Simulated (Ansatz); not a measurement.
The parent structure is ZnTe in the zinc blende structure (space group F-43m, No. 216; a = 6.1791 Å).

Modification: a hydrostatic pressure of 30 GPa.

Levels (all Ansatz, a quantum-chemistry and plane-wave program, PAW): PBE (420 eV, spin-orbit coupling left out); HSE06+SOC (420 eV, noncollinear with spin-orbit coupling).

The geometry is relaxed with PBE.

| Item | Value |
|---|---|
| PBE valence-band top at Γ | 0.00, 0.00, 0.00 eV |
| PBE band gap | 1.48 eV |

Question: Predict the valence-band top at Γ and band gap from HSE06+SOC.

Answer: The valence-band top at Γ (three highest Kramers pairs, from the VBM) changes from 0.00, 0.00, 0.00 eV to 0.00, 0.00, -1.06 eV; the band gap rises by 0.355 eV (1.48 eV → 1.84 eV). The threefold valence maximum splits by Δso ≈ 1.06 eV.

Single points use the geometry relaxed with PBE. HSE06 was sampled on its mesh, a few special points and the semilocal edge points, so its gap is an upper bound. The spin-orbit shifts are approximate. Spin-orbit coupling, missing from the scalar runs, can matter with Te. Load acts through the strain it causes; cell and atoms are relaxed under it. Whether these cells are dynamically stable was not tested. Measured, ZnTe leaves this structure (for cinnabar) near 9.5 GPa (temperature not stated; as listed in Datta, Sujoy, Jana, Debnarayan, arXiv (2020)), on rising pressure, with hysteresis.
